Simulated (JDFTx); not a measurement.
# HfO2 (Fm-3m) in JDFTx: a series of runs, part 2 of 2

JDFTx 1.7.0 (patched build). The steps go on from the part before.

### 6 Band structure, PBEsol

The input, bands.in:

```
lattice \
    0.0000000000     4.8329745637     4.8329745637 \
    4.8329745637     0.0000000000     4.8329745637 \
    4.8329745637     4.8329745637     0.0000000000
coords-type Lattice
ion Hf     0.0000000000     0.0000000000     0.0000000000 1
ion O      0.7500000000     0.7500000000     0.7500000000 1
ion O      0.2500000000     0.2500000000     0.2500000000 1

ion-species pseudo/Hf.upf
ion-species pseudo/O.upf
elec-cutoff 42 336
elec-ex-corr gga-PBEsol
elec-smearing Fermi 0.0018374661
elec-n-bands 18
electronic-minimize nIterations 30 energyDiffThreshold 1e-06
davidson-band-ratio 1.3
forces-output-coords Cartesian
include path.kpoints
symmetries none
fix-electron-density run.$VAR

dump-name bands.$VAR
dump End Ecomponents EigStats BandEigs Kpoints Forces
```

The input, path.kpoints:

```
kpoint +0.0000000000 +0.0000000000 +0.0000000000 0.020000000000
kpoint +0.0714285714 +0.0000000000 +0.0714285714 0.020000000000
kpoint +0.1428571429 +0.0000000000 +0.1428571429 0.020000000000
kpoint +0.2142857143 +0.0000000000 +0.2142857143 0.020000000000
kpoint +0.2857142857 +0.0000000000 +0.2857142857 0.020000000000
kpoint +0.3571428571 +0.0000000000 +0.3571428571 0.020000000000
kpoint +0.4285714286 +0.0000000000 +0.4285714286 0.020000000000
kpoint +0.5000000000 +0.0000000000 +0.5000000000 0.020000000000
kpoint +0.5000000000 +0.0833333333 +0.5833333333 0.020000000000
kpoint +0.5000000000 +0.1666666667 +0.6666666667 0.020000000000
kpoint +0.5000000000 +0.2500000000 +0.7500000000 0.020000000000
kpoint +0.4375000000 +0.3125000000 +0.7500000000 0.020000000000
kpoint +0.3750000000 +0.3750000000 +0.7500000000 0.020000000000
kpoint +0.3281250000 +0.3281250000 +0.6562500000 0.020000000000
kpoint +0.2812500000 +0.2812500000 +0.5625000000 0.020000000000
kpoint +0.2343750000 +0.2343750000 +0.4687500000 0.020000000000
kpoint +0.1875000000 +0.1875000000 +0.3750000000 0.020000000000
kpoint +0.1406250000 +0.1406250000 +0.2812500000 0.020000000000
kpoint +0.0937500000 +0.0937500000 +0.1875000000 0.020000000000
kpoint +0.0468750000 +0.0468750000 +0.0937500000 0.020000000000
kpoint +0.0000000000 +0.0000000000 +0.0000000000 0.020000000000
kpoint +0.0833333333 +0.0833333333 +0.0833333333 0.020000000000
kpoint +0.1666666667 +0.1666666667 +0.1666666667 0.020000000000
kpoint +0.2500000000 +0.2500000000 +0.2500000000 0.020000000000
kpoint +0.3333333333 +0.3333333333 +0.3333333333 0.020000000000
kpoint +0.4166666667 +0.4166666667 +0.4166666667 0.020000000000
kpoint +0.5000000000 +0.5000000000 +0.5000000000 0.020000000000
kpoint +0.5250000000 +0.4500000000 +0.5250000000 0.020000000000
kpoint +0.5500000000 +0.4000000000 +0.5500000000 0.020000000000
kpoint +0.5750000000 +0.3500000000 +0.5750000000 0.020000000000
kpoint +0.6000000000 +0.3000000000 +0.6000000000 0.020000000000
kpoint +0.6250000000 +0.2500000000 +0.6250000000 0.020000000000
kpoint +0.5625000000 +0.2500000000 +0.6875000000 0.020000000000
kpoint +0.5000000000 +0.2500000000 +0.7500000000 0.020000000000
kpoint +0.5000000000 +0.2916666667 +0.7083333333 0.020000000000
kpoint +0.5000000000 +0.3333333333 +0.6666666667 0.020000000000
kpoint +0.5000000000 +0.3750000000 +0.6250000000 0.020000000000
kpoint +0.5000000000 +0.4166666667 +0.5833333333 0.020000000000
kpoint +0.5000000000 +0.4583333333 +0.5416666667 0.020000000000
kpoint +0.5000000000 +0.5000000000 +0.5000000000 0.020000000000
kpoint +0.4791666667 +0.4791666667 +0.5416666667 0.020000000000
kpoint +0.4583333333 +0.4583333333 +0.5833333333 0.020000000000
kpoint +0.4375000000 +0.4375000000 +0.6250000000 0.020000000000
kpoint +0.4166666667 +0.4166666667 +0.6666666667 0.020000000000
kpoint +0.3958333333 +0.3958333333 +0.7083333333 0.020000000000
kpoint +0.3750000000 +0.3750000000 +0.7500000000 0.020000000000
kpoint +0.6250000000 +0.2500000000 +0.6250000000 0.020000000000
kpoint +0.5833333333 +0.1666666667 +0.5833333333 0.020000000000
kpoint +0.5416666667 +0.0833333333 +0.5416666667 0.020000000000
kpoint +0.5000000000 +0.0000000000 +0.5000000000 0.020000000000
```

Potentials or basis: PseudoDojo-SR-PBEsol-0.4.1-standard with smoothed tails.

Command:

```console
$ jdftx -c 1 -i bands.in -o bands.out
```

Standard output:

```text
*************** JDFTx 1.7.0 (patched build) ***************

Input parsed successfully to the following command list (including defaults):
[... the input with its defaults ...]

---------- Initializing the Grid ----------
R =
[            0      4.83297      4.83297  ]
[      4.83297            0      4.83297  ]
[      4.83297      4.83297            0  ]
unit cell volume = 225.774
G =
[  -0.650033   0.650033   0.650033  ]
[   0.650033  -0.650033   0.650033  ]
[   0.650033   0.650033  -0.650033  ]
Minimum fftbox size, Smin = [  60  60  60  ]
Chosen fftbox size, S = [  60  60  60  ]

---------- Initializing tighter grid for wavefunction operations ----------
R =
[            0      4.83297      4.83297  ]
[      4.83297            0      4.83297  ]
[      4.83297      4.83297            0  ]
unit cell volume = 225.774
G =
[  -0.650033   0.650033   0.650033  ]
[   0.650033  -0.650033   0.650033  ]
[   0.650033   0.650033  -0.650033  ]
Minimum fftbox size, Smin = [  40  40  40  ]
Chosen fftbox size, S = [  40  40  40  ]

[... 32 lines left out ...]
Calculating initial fillings.
nElectrons:  24.000000   nBands: 18   nStates: 50

----- Setting up reduced wavefunction bases (one per k-point) -----
average nbasis = 2931.400 , ideal nbasis = 2935.225

---------- Setting up ewald sum ----------
Optimum gaussian width for ewald sums = 2.051618 bohr.
Real space sum over 1331 unit cells with max indices [  5  5  5  ]
Reciprocal space sum over 3375 terms with max indices [  7  7  7  ]

---------- Allocating electronic variables ----------
Reading n from file 'run.n' ... done
Initializing wave functions:  linear combination of atomic orbitals

----------- Band structure minimization -------------
Minimization will be done independently for each quantum number.

---- Minimization of quantum number:     0  [ +0.0000000 +0.0000000 +0.0000000 ]  0.040000000 ----
BandDavidson: Iter:   0  Eband: +0.084424131354800
BandDavidson: Iter:   1  Eband: +0.079938641851545  dEband: -4.485490e-03
BandDavidson: Iter:   2  Eband: +0.079211038704000  dEband: -7.276031e-04
BandDavidson: Iter:   3  Eband: +0.079108606551806  dEband: -1.024322e-04
[... 639 lines of inner loops ...]
BandDavidson: Iter:   8  Eband: +0.082097569162381  dEband: -1.056433e-06
BandDavidson: Iter:   9  Eband: +0.082097230623378  dEband: -3.385390e-07
BandDavidson: Converged (dEband<1.000000e-06)
	FillingsUpdate:  mu: +0.518272574  nElectrons: 24.000000

Dumping 'bands.eigStats' ...
	eMin: -1.816053 at state 0 ( [ +0.000000 +0.000000 +0.000000 ] spin 0 )
	HOMO: +0.433070 at state 7 ( [ +0.500000 +0.000000 +0.500000 ] spin 0 )
	mu  : +0.518273
	LUMO: +0.566882 at state 49 ( [ +0.500000 +0.000000 +0.500000 ] spin 0 )
	eMax: +0.914318 at state 8 ( [ +0.500000 +0.083333 -0.416667 ] spin 0 )
	HOMO-LUMO gap: +0.133812
	Optical gap  : +0.133812 at state 7 ( [ +0.500000 +0.000000 +0.500000 ] spin 0 )
Done!
[note: mu, HOMO and LUMO in a band run belong to the points of the path alone and aren't those of the crystal]
```

Wall time 32 s (1 thread of Arm Neoverse V1, shared host); peak memory 0.11 GiB.

What came out:

```yaml
Band_gap_along_the_path: 3.64 eV, direct
```

Levels at the corners of the path, in eV from the valence-band top:
| point | band 8 | band 9 | band 10 | band 11 | band 12 | band 13 | band 14 |
| --- | --- | --- | --- | --- | --- | --- | --- |
| Γ | -5.23 | -5.23 | -0.60 | -0.60 | -0.60 | 3.78 | 3.78 |
| X | -3.43 | -3.43 | -1.51 | -1.51 | 0.00 | 3.64 | 5.36 |
| W | -5.00 | -2.53 | -2.53 | -1.38 | -0.20 | 4.67 | 5.01 |
| K | -3.98 | -3.31 | -2.20 | -1.31 | -0.33 | 4.17 | 5.28 |
| Γ | -5.23 | -5.23 | -0.60 | -0.60 | -0.60 | 3.78 | 3.78 |
| L | -4.22 | -3.05 | -2.70 | -1.82 | -1.82 | 4.48 | 4.48 |
| U | -3.98 | -3.31 | -2.20 | -1.31 | -0.33 | 4.17 | 5.28 |
| W | -5.00 | -2.53 | -2.53 | -1.38 | -0.20 | 4.67 | 5.01 |
| L | -4.22 | -3.05 | -2.70 | -1.82 | -1.82 | 4.48 | 4.48 |
| K | -3.98 | -3.31 | -2.20 | -1.31 | -0.33 | 4.17 | 5.28 |
| U | -3.98 | -3.31 | -2.20 | -1.31 | -0.33 | 4.17 | 5.28 |
| X | -3.43 | -3.43 | -1.51 | -1.51 | 0.00 | 3.64 | 5.36 |

Caveat: spin-orbit coupling is left out, which moves the levels of the heavy elements.
